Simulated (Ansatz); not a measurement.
# Sc2Al: how the energy converges with the cutoff

Sc2Al, P6_3/mmc, a = 4.893 Å, c = 6.161 Å. The structure is a Materials Project entry; whether it is the stable form wasn't checked. Ansatz: PBEsol, PAW, cutoff varied, Γ-centred 12×12×6 mesh on 6 atoms, Gaussian smearing 0.10 eV; no spin polarisation. Single points at one geometry, the cutoff alone changed; ΔE is the energy at zero smearing over the run at 850 eV (runs within 0.3 meV/atom of it are left out). The runs up to 380 eV lie under the cutoff recommended for these PAW datasets.

```
cutoff (eV)  ΔE (meV/atom)
        150              ?
        200        1704.69
        250         256.11
        300          30.64
        350           3.73
        380           1.49
        420           0.65
        460           0.40
        520           0.32
```

**Question.** Assume ΔE falls exponentially with the cutoff, fit y = ln ΔE against x, the cutoff in eV, to the other rows, and predict the missing value.

**Answer.** y = 7.441, 5.546, 3.422, 1.316, 0.399, -0.431, -0.916, -1.139. Means x = 360.0, y = 1.9548; Σ(Δx)² = 81000, ΣΔxΔy = -2311; the slope is their ratio. y = 12.23 − 0.02853 x, a factor of ten per 81 eV. At 150 eV this gives ΔE = 2836.99 meV/atom. The run gave 9539.58, a ratio of 0.30. Between neighbouring rows the decay runs from a factor of ten per 54 eV to one per 619 eV, so one exponential is only a rough guide. The fast fall gives way to a slow tail, so a fit to low cutoffs promises convergence too early.